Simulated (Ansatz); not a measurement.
# SiC (Moissanite 6H) (P6_3mc) in Ansatz: further runs

Runs on SiC (Moissanite 6H). Level: r2SCAN+D3(BJ). Tasks: single point, equation of state.

All numbers are computed with Ansatz 0.2.0; they aren't measurements. Logs are shortened: lines on timing, memory, paths and dates and some standing lists are left out, and cuts for length are marked.

## Step 1: The structure

Symmetry: P6_3mc, No. 186, hexagonal system. The conventional cell has a = 3.095 Å, b = 3.095 Å, c = 15.170 Å, α = 90.00°, β = 90.00°, γ = 120.00°. Si (site symmetry 3m) has 4 C at 1.90 Å as nearest neighbours. Si (site symmetry 3m) has 4 C at 1.90 Å as nearest neighbours. Si (site symmetry 3m) has 4 C at 1.90 Å as nearest neighbours. Around C (site symmetry 3m) lie 4 Si at 1.90 Å. Around C (site symmetry 3m) lie 4 Si at 1.90 Å. C (site symmetry 3m) is surrounded by 4 Si at 1.90 Å.

## Step 2: Single point, r2SCAN+D3(BJ), 9.86 Å³/atom (volume scaled by 0.94)

input.yaml reads:

```yaml
crystal:
  lattice:
    - [3.0318190065, 0.0, 0.0]
    - [-1.5159095032, 2.6256322793, 0.0]
    - [0.0, 0.0, 14.8603212692]
  atoms:
    - { symbol: Si, position: [0.6666666667, 0.3333333333, 0.4583] }
    - { symbol: Si, position: [0.3333333333, 0.6666666667, 0.9583] }
    - { symbol: Si, position: [0.6666666667, 0.3333333333, 0.7917] }
    - { symbol: Si, position: [0.3333333333, 0.6666666667, 0.2917] }
    - { symbol: Si, position: [0.0, 0.0, 0.625] }
    - { symbol: Si, position: [0.0, 0.0, 0.125] }
    - { symbol: C, position: [0.6666666667, 0.3333333333, 0.3333] }
    - { symbol: C, position: [0.3333333333, 0.6666666667, 0.8333] }
    - { symbol: C, position: [0.6666666667, 0.3333333333, 0.6667] }
    - { symbol: C, position: [0.3333333333, 0.6666666667, 0.1667] }
    - { symbol: C, position: [0.0, 0.0, 0.5] }
    - { symbol: C, position: [0.0, 0.0, 0.0] }
hamiltonian:
  xc: r2scan
  pseudopotentials: { kind: paw }
  dispersion: d3bj
kpoints:
  mp_grid: { grid: [10, 10, 2] }
scf:
  occupations: { method: fermi_dirac, width: 0.05 }
output:
  forces: true
  stress: true
  eigenvalues: true
  write_density: true
  write_potential: true
  elf: true
  volumetric_format: npy
```

Potentials or basis: Ansatz PAW.

On the command line:

```bash
> ansatz run input.yaml --threads 2 --pin off --max-ram 5120MiB --backend cpu --events-out ev --progress --plain --runs-dir out
```

Output:

```text
Warning: the engine holds no damping parameters fitted to this dispersion correction and functional, so the run takes those fitted to r2scan beside the three-body term, which d3bj leaves out (hamiltonian.dispersion, under Limitations)
Warning: RAYON_NUM_THREADS=2 ignored (pool sized by the plan → 2); use --threads N
Engine: ansatz 0.2.0, x86_64-unknown-linux-gnu
Pseudopotentials: kind: paw
Pseudopotential: Si, paw, valence charge 4, recommended cutoff 500 eV (meta_gga), Si.paw.azcp
Pseudopotential: C, paw, valence charge 4, recommended cutoff 500 eV (meta_gga), C.paw.azcp
Functional definition: r2SCAN
  parameter k0 = 0.174
  parameter k1 = 0.065
  parameter a1 = 4.9479
  exchange = r2scan_x(k0 = k0, k1 = k1, a1 = a1)
  correlation = r2scan_c
Crystal: 12 atoms, lattice volume = 118.295 Å³
Basis set: ecut = 500 eV, 3043 PW (Γ), exchange–correlation on 96×96×480 points (64 copies of the dense FFT grid, shifted against one another)
Bands: 36, of which v1, the nominal top of the filled ones, is band 24 counted from 1 (23 counted from 0)
Symmetry: 12 space group operations
Space group: P63mc (ITA 186), of the structure as read, at distance tolerance 4.9e-5 Å
k-points: 28 of 200
Non-local potential: Si, projectors of the file, l = 0: 2, l = 1: 2, l = 2: 2
Non-local potential: C, projectors of the file, l = 0: 2, l = 1: 2, l = 2: 1
PAW form: soft (Blöchl's): semilocal exchange-correlation on the pseudo side does not see the compensation charge
PAW frozen core: Si, regenerated for the run's functional (the file was generated under x = pbe(κ = 0.804, μ = 0.2195149727645171), c = pbe(β = 0.06672455060314922))
PAW frozen core: C, regenerated for the run's functional (the file was generated under x = pbe(κ = 0.804, μ = 0.2195149727645171), c = pbe(β = 0.06672455060314922))
PAW one-centre angular grid: Si, 302 points (default); XC on 160 Gauss nodes
PAW one-centre angular grid: C, 302 points (default); XC on 239 of its mesh's 2573 points in the sphere
Initial density: superposition of atomic densities (neutral atoms: chi_scale 0, normalization atom), corrected by the library's trained network
Initial wavefunctions: pseudopotential atomic-orbital guess
Functional: x = r2scan, c = r2scan; τ floored in thin density (d = 2e-4 eV/Å³)
SCF iter   1: F=—  HF=-5349.286636 eV  |F-HF|=—  |Δ(HF+E_count)|=         —  Δρ=6.00e-3  dr2=3.12e-2  dr2_τ=1.34e0  ethr=1.77e-3  ⟨swp⟩=6.8  Hψ=5368  notcnv=0  defer=22
preconditioner: auto → none  [insulator: Δε(μ)=2.326 eV  Ē_g=13.163 eV  σ=0.050 eV  W_gap=1.00  n_scr=10 (ndim 8)  ℏωp=23.7 eV  f_vac=0.000  D(μ)=0.00/eV (n_scr^D=0)  ε∞_Penn≈4.2]
SCF iter   2: F=—  HF=-5349.581592 eV  |F-HF|=—  |Δ(HF+E_count)|=   2.95e-1  Δρ=4.21e-3  dr2=1.15e-2  dr2_τ=2.66e-4  ethr=6.50e-5  ⟨swp⟩=2.1  Hψ=2058  notcnv=0  defer=189
SCF iter   3: F=—  HF=-5349.584014 eV  |F-HF|=—  |Δ(HF+E_count)|=   2.42e-3  Δρ=1.43e-3  dr2=9.81e-3  dr2_τ=2.23e-4  ethr=2.39e-5  ⟨swp⟩=2.1  Hψ=1555  notcnv=0  defer=189
SCF iter   4: F=—  HF=-5349.582048 eV  |F-HF|=—  |Δ(HF+E_count)|=   1.97e-3  Δρ=5.35e-4  dr2=1.27e-3  dr2_τ=3.66e-5  ethr=2.04e-5  ⟨swp⟩=2.1  Hψ=1406  notcnv=0  defer=189
SCF iter   5: F=—  HF=-5349.581792 eV  |F-HF|=—  |Δ(HF+E_count)|=   2.56e-4  Δρ=1.27e-4  dr2=3.31e-5  dr2_τ=1.84e-6  ethr=2.65e-6  ⟨swp⟩=2.1  Hψ=1211  notcnv=0  defer=189
SCF iter   6: F=—  HF=-5349.581741 eV  |F-HF|=—  |Δ(HF+E_count)|=   5.06e-5  Δρ=4.22e-5  dr2=1.13e-6  dr2_τ=5.65e-8  ethr=6.89e-8  ⟨swp⟩=2.1  Hψ=1429  notcnv=0  defer=189
SCF iter   7: F=—  HF=-5349.581742 eV  |F-HF|=—  |Δ(HF+E_count)|=   6.11e-7  Δρ=1.62e-5  dr2=6.46e-7  dr2_τ=1.04e-8  ethr=2.36e-9  ⟨swp⟩=2.0  Hψ=1356  notcnv=0  defer=189
SCF iter   8: F=-5349.581742 eV  HF=-5349.581742 eV  |F-HF|=2.50e-9  |Δ(HF+E_count)|=   9.07e-8  Δρ=7.59e-6  dr2=4.45e-8  dr2_τ=1.16e-9  ethr=2.08e-10  ⟨swp⟩=14.1  Hψ=7810  notcnv=0
SCF 1 converged in 8 iterations: F = -5349.581742 eV  dr2 = 4.45e-8
SCF converged after 8 iterations
Free energy (F): -5349.581742 eV
Harris-Foulkes:  -5349.581742 eV  (|F-HF|=2.50e-9)
Internal energy: -5349.581742 eV  (E = F + TS)
E sigma→0 (E₀):  -5349.581742 eV
Fermi energy:    11.223437 eV
--- Per-component energies (eV) ---
  E_band       = 176.248735
  E_kinetic    = 832.402403
  E_local      = -606.499989  (includes V_loc(G=0)·N_el)
  E_nonlocal   = 306.124550
  E_hartree    = 193.114010
  E_xc         = -613.627800
  E_vxc        = -719.358599  (∫ρ·V_xc dr)
  E_paw        = -3723.102658  (= ΣΔE_a)
  E_vpaw       = -56.335123  (= ΣTr[D̂ρ^β])
  E_aug_tail   = 0.000051  (compensation charges beyond the density's cutoff)
  E_vtau       = 33.684694  (kinetic-family band-sum trace: ∫τ·v_τ [+ j·A + Jᵃ·Aᵃ] dr)
  E_ewald      = -1735.607807
  E_disp       = -1.777260  (pairwise vdW)
  E_core_change = -0.607240  (= ΣΔE_core)
  E_smearing   = -0.000000  (= −TS)
  E_closure    = -0.000000  (closes the sum)
  Σ components = -5349.581742   (vs F -5349.581742, Δ=0.00e0)
--- Forces (eV/Å), atoms counted from 1 ---
  atom   1  Si    -0.00000000     0.00000000     0.06851621
  atom   2  Si     0.00000000    -0.00000000     0.06851621
  atom   3  Si     0.00000000    -0.00000000     0.03100183
  atom   4  Si    -0.00000000     0.00000000     0.03100183
  atom   5  Si     0.00000000    -0.00000000     0.03639989
  atom   6  Si    -0.00000000     0.00000000     0.03639989
  atom   7  C      0.00000000     0.00000000    -0.01824262
  atom   8  C     -0.00000000    -0.00000000    -0.01824262
  atom   9  C     -0.00000000     0.00000000     0.04335037
  atom  10  C      0.00000000    -0.00000000     0.04335037
  atom  11  C      0.00000000    -0.00000000    -0.16103041
  atom  12  C     -0.00000000     0.00000000    -0.16103041
  max |Σ_I F_I| component: 9.45e-6 eV/Å
--- Stress (GPa, compression-positive) ---
        8.984351       0.000000       0.000000
        0.000000       8.984351      -0.000000
       -0.000000      -0.000000       9.862871
  P = ⅓ Tr σ = 9.2772 GPa (92.772 kbar)
--- Band table (eV; the first three rows and the last of 28) ---
  k-point 0: bands = ["-6.6009", "-6.0442", "-5.9943", "-4.3956", "-4.3586", "-2.7791", "0.8766", "3.3793", "3.4207", "7.4680", "7.4942", "8.8054", "8.8054", "9.0015", "9.0015", "9.1276", "9.1276", "9.6167", "9.6167", "9.7173", "9.7173", "9.9864", "10.0311", "10.0311", "16.1954", "16.3673", "16.7984", "17.3100", "17.4978", "17.7306", "17.7394", "17.7394", "17.9989", "17.9989", "18.3056", "18.3056"]
  k-point 1: bands = ["-6.4546", "-6.4546", "-5.3120", "-5.3120", "-3.3531", "-3.3531", "1.6861", "1.6861", "5.4222", "5.4222", "8.8683", "8.8683", "8.8683", "8.8683", "9.2265", "9.2265", "9.3514", "9.3514", "9.3514", "9.3514", "9.9300", "9.9300", "9.9300", "9.9300", "16.2633", "16.2633", "17.0301", "17.0301", "17.8178", "17.8178", "17.8376", "17.8376", "17.8376", "17.8376", "18.4131", "18.4131"]
  k-point 2: bands = ["-6.4142", "-5.8605", "-5.8100", "-4.2219", "-4.1844", "-2.6247", "1.0503", "3.5001", "3.5412", "7.3675", "7.4087", "7.8213", "8.1526", "8.2573", "8.4494", "8.7231", "8.8141", "8.9708", "9.0655", "9.3943", "9.4722", "9.5491", "9.8713", "9.9589", "16.3228", "16.6265", "16.7422", "17.2845", "17.4910", "17.5907", "17.9052", "17.9499", "18.1584", "18.1872", "18.2871", "18.4107"]
  k-point 27: bands = ["-2.2138", "-2.2138", "-1.7118", "-1.7118", "-1.3670", "-1.3670", "2.0892", "2.0892", "2.4536", "2.4536", "2.8255", "2.8255", "3.9199", "3.9199", "4.6378", "4.6378", "5.1308", "5.1308", "6.4482", "6.4482", "7.4432", "7.4432", "7.7090", "7.7090", "14.1993", "14.1993", "14.8868", "14.8868", "16.4947", "16.4947", "18.0619", "18.0619", "19.4800", "19.4800", "20.1900", "20.1900"]
```

rho_z.tsv:

```text
# z_ang	rho[e/angstrom^3]
# format = ansatz-planar-average/11
# lattice	3.031819006	-0.000000000	0.000000000
# lattice	-1.515909503	2.625632279	0.000000000
# lattice	0.000000000	0.000000000	14.860321269
# sites	12
# site	14	1.515909503	0.875210760	6.810485238
# site	14	0.000000000	1.750421520	14.240645872
# site	14	1.515909503	0.875210760	11.764916349
# site	14	0.000000000	1.750421520	4.334755714
# site	14	0.000000000	0.000000000	9.287700793
# site	14	0.000000000	0.000000000	1.857540159
# site	6	1.515909503	0.875210760	4.952945079
# site	6	0.000000000	1.750421520	12.383105714
# site	6	1.515909503	0.875210760	9.907376190
# site	6	0.000000000	1.750421520	2.477215556
# site	6	0.000000000	0.000000000	7.430160635
# site	6	0.000000000	0.000000000	0.000000000
0.000000	6.347822e-1
0.123836	5.881961e-1
0.247672	5.271033e-1
0.371508	4.592445e-1
0.495344	3.915986e-1
0.619180	3.314933e-1
[... 112 lines left out ...]
14.612649	6.417665e-1
14.736485	6.559489e-1
```

Wall time 8.2 s (2 threads of Intel Xeon Platinum 8488C (Sapphire Rapids), shared host); peak memory 0.7 GiB.

What came out:

```yaml
Free_energy: -5349.5817 eV
Pressure: 9.3 GPa
Largest_force: 0.161 eV/Å
Band_gap_on_the_k_mesh: 2.38 eV, indirect (least direct gap 3.54 eV)
```

Caveat: the PAW data sets come from PBE, with cores solved anew for the run's functional, which leaves a small shift of forces and pressure; the dispersion damping was fitted for another functional or another form of the correction.

## Step 3: Single point, r2SCAN+D3(BJ), 10.07 Å³/atom (volume scaled by 0.96)

Edit input.yaml of step 2 so:

```diff
@@ -2,5 +2,5 @@
   lattice:
-    - [3.0318190065, 0.0, 0.0]
-    - [-1.5159095032, 2.6256322793, 0.0]
-    - [0.0, 0.0, 14.8603212692]
+    - [3.053170548, 0.0, 0.0]
+    - [-1.526585274, 2.6441232567, 0.0]
+    - [0.0, 0.0, 14.964974867]
   atoms:
@@ -30,5 +30 @@
   eigenvalues: true
-  write_density: true
-  write_potential: true
-  elf: true
-  volumetric_format: npy
```

Potentials or basis: Ansatz PAW.

On the command line:

```bash
> ansatz run input.yaml --threads 2 --pin off --max-ram 5120MiB --backend cpu --events-out ev --progress --plain --runs-dir out
```

Run time: 6.4 s. Hardware: 2 threads of Intel Xeon Platinum 8488C (Sapphire Rapids), shared host; peak memory 0.7 GiB.

The run converged. Its results:

* Free energy: -5349.6843 eV
* Pressure: 3.9 GPa
* Largest force: 0.157 eV/Å
* Band gap on the k mesh: 2.38 eV, indirect (least direct gap 3.54 eV)

Caveat: the PAW data sets come from PBE, with cores solved anew for the run's functional, which leaves a small shift of forces and pressure; the dispersion damping was fitted for another functional or another form of the correction.

## Step 4: Single point, r2SCAN+D3(BJ), 10.28 Å³/atom (volume scaled by 0.98)

Edit input.yaml of step 3 so:

```diff
@@ -2,5 +2,5 @@
   lattice:
-    - [3.053170548, 0.0, 0.0]
-    - [-1.526585274, 2.6441232567, 0.0]
-    - [0.0, 0.0, 14.964974867]
+    - [3.074227562, 0.0, 0.0]
+    - [-1.537113781, 2.6623591657, 0.0]
+    - [0.0, 0.0, 15.0681848517]
   atoms:
```

On the command line:

```bash
> ansatz run input.yaml --threads 2 --pin off --max-ram 5120MiB --backend cpu --events-out ev --progress --plain --runs-dir out
```

Run time: 6.4 s. Hardware: 2 threads of Intel Xeon Platinum 8488C (Sapphire Rapids), shared host; peak memory 0.69 GiB.

It converged, with:

| Quantity | Value |
| --- | --- |
| Free energy | -5349.7062 eV |
| Pressure | -1.0 GPa |
| Largest force | 0.153 eV/Å |
| Band gap on the k mesh | 2.38 eV, indirect (least direct gap 3.54 eV) |

Caveat: the PAW data sets come from PBE, with cores solved anew for the run's functional, which leaves a small shift of forces and pressure; the dispersion damping was fitted for another functional or another form of the correction.

## Step 5: Single point, r2SCAN+D3(BJ), 10.49 Å³/atom

Edit input.yaml of step 4 so:

```diff
@@ -2,5 +2,5 @@
   lattice:
-    - [3.074227562, 0.0, 0.0]
-    - [-1.537113781, 2.6623591657, 0.0]
-    - [0.0, 0.0, 15.0681848517]
+    - [3.095, 0.0, 0.0]
+    - [-1.5475, 2.6803486247, 0.0]
+    - [0.0, 0.0, 15.17]
   atoms:
@@ -30 +30,5 @@
   eigenvalues: true
+  write_density: true
+  write_potential: true
+  elf: true
+  volumetric_format: npy
```

On the command line:

```bash
> ansatz run input.yaml --threads 2 --pin off --max-ram 5120MiB --backend cpu --events-out ev --progress --plain --runs-dir out
```

Wall time 8 s (2 threads of Intel Xeon Platinum 8488C (Sapphire Rapids), shared host); peak memory 0.71 GiB.

It converged, with:

| Property | Result |
| --- | --- |
| Free energy | -5349.6551 eV |
| Pressure | -5.4 GPa |
| Largest force | 0.150 eV/Å |
| Band gap on the k mesh | 2.38 eV, indirect (least direct gap 3.53 eV) |

Caveat: the PAW data sets come from PBE, with cores solved anew for the run's functional, which leaves a small shift of forces and pressure; the dispersion damping was fitted for another functional or another form of the correction.

## Step 6: Single point, r2SCAN+D3(BJ), 10.70 Å³/atom (volume scaled by 1.02)

Edit input.yaml of step 5 so:

```diff
@@ -2,5 +2,5 @@
   lattice:
-    - [3.095, 0.0, 0.0]
-    - [-1.5475, 2.6803486247, 0.0]
-    - [0.0, 0.0, 15.17]
+    - [3.1154972861, 0.0, 0.0]
+    - [-1.557748643, 2.6980997952, 0.0]
+    - [0.0, 0.0, 15.270466504]
   atoms:
@@ -30,5 +30 @@
   eigenvalues: true
-  write_density: true
-  write_potential: true
-  elf: true
-  volumetric_format: npy
```

Potentials or basis: Ansatz PAW.

On the command line:

```bash
> ansatz run input.yaml --threads 2 --pin off --max-ram 5120MiB --backend cpu --events-out ev --progress --plain --runs-dir out
```

It took 6.3 s on 2 threads of Intel Xeon Platinum 8488C (Sapphire Rapids), shared host; peak memory 0.7 GiB.

Results (log left out):

```yaml
Free_energy: -5349.5378 eV
Pressure: -9.4 GPa
Largest_force: 0.146 eV/Å
Band_gap_on_the_k_mesh: 2.38 eV, indirect (least direct gap 3.52 eV)
```

Caveat: the PAW data sets come from PBE, with cores solved anew for the run's functional, which leaves a small shift of forces and pressure; the dispersion damping was fitted for another functional or another form of the correction.

## Step 7: Single point, r2SCAN+D3(BJ), 10.91 Å³/atom (volume scaled by 1.04)

Edit input.yaml of step 6 so:

```diff
@@ -2,5 +2,5 @@
   lattice:
-    - [3.1154972861, 0.0, 0.0]
-    - [-1.557748643, 2.6980997952, 0.0]
-    - [0.0, 0.0, 15.270466504]
+    - [3.1357283548, 0.0, 0.0]
+    - [-1.5678641774, 2.7156204146, 0.0]
+    - [0.0, 0.0, 15.369628156]
   atoms:
```

On the command line:

```bash
> ansatz run input.yaml --threads 2 --pin off --max-ram 5120MiB --backend cpu --events-out ev --progress --plain --runs-dir out
```

It took 6.3 s on 2 threads of Intel Xeon Platinum 8488C (Sapphire Rapids), shared host; peak memory 0.7 GiB.

Results (log left out):

```
Free energy            : -5349.3607 eV
Pressure               : -13.1 GPa
Largest force          : 0.143 eV/Å
Band gap on the k mesh : 2.38 eV, indirect (least direct gap 3.52 eV)
```

Caveat: the PAW data sets come from PBE, with cores solved anew for the run's functional, which leaves a small shift of forces and pressure; the dispersion damping was fitted for another functional or another form of the correction.

## Step 8: Single point, r2SCAN+D3(BJ), 11.12 Å³/atom (volume scaled by 1.06)

Edit input.yaml of step 7 so:

```diff
@@ -2,5 +2,5 @@
   lattice:
-    - [3.1357283548, 0.0, 0.0]
-    - [-1.5678641774, 2.7156204146, 0.0]
-    - [0.0, 0.0, 15.369628156]
+    - [3.1557016854, 0.0, 0.0]
+    - [-1.5778508427, 2.7329178263, 0.0]
+    - [0.0, 0.0, 15.4675265161]
   atoms:
@@ -30 +30,5 @@
   eigenvalues: true
+  write_density: true
+  write_potential: true
+  elf: true
+  volumetric_format: npy
```

On the command line:

```bash
> ansatz run input.yaml --threads 2 --pin off --max-ram 5120MiB --backend cpu --events-out ev --progress --plain --runs-dir out
```

Run time: 8.4 s. Hardware: 2 threads of Intel Xeon Platinum 8488C (Sapphire Rapids), shared host; peak memory 0.71 GiB.

Results (log left out):

```
Free energy            : -5349.1296 eV
Pressure               : -16.3 GPa
Largest force          : 0.140 eV/Å
Band gap on the k mesh : 2.38 eV, indirect (least direct gap 3.51 eV)
```

Caveat: the PAW data sets come from PBE, with cores solved anew for the run's functional, which leaves a small shift of forces and pressure; the dispersion damping was fitted for another functional or another form of the correction.

## Step 9: Equation of state, r2SCAN+D3(BJ)

Potentials or basis: Ansatz PAW.

This step only gathers the single runs of the series.

Results:

- Equilibrium volume: 10.23 Å³/atom
- Bulk modulus at fixed shape and positions: 232 GPa
- Pressure derivative of the bulk modulus: 3.9

Energy against volume, from the lowest point:
```csv
volume (Å³/atom),energy (meV/atom)
9.858,10.37
10.068,1.82
10.277,0.00
10.487,4.26
10.697,14.04
10.907,28.79
11.116,48.06
```

Caveat: the cell was scaled at fixed shape and fractional positions, which overstates the stiffness of a crystal with free parameters, most of all of layers and chains; the PAW data sets were made with another functional, which shifts forces and pressure a little.
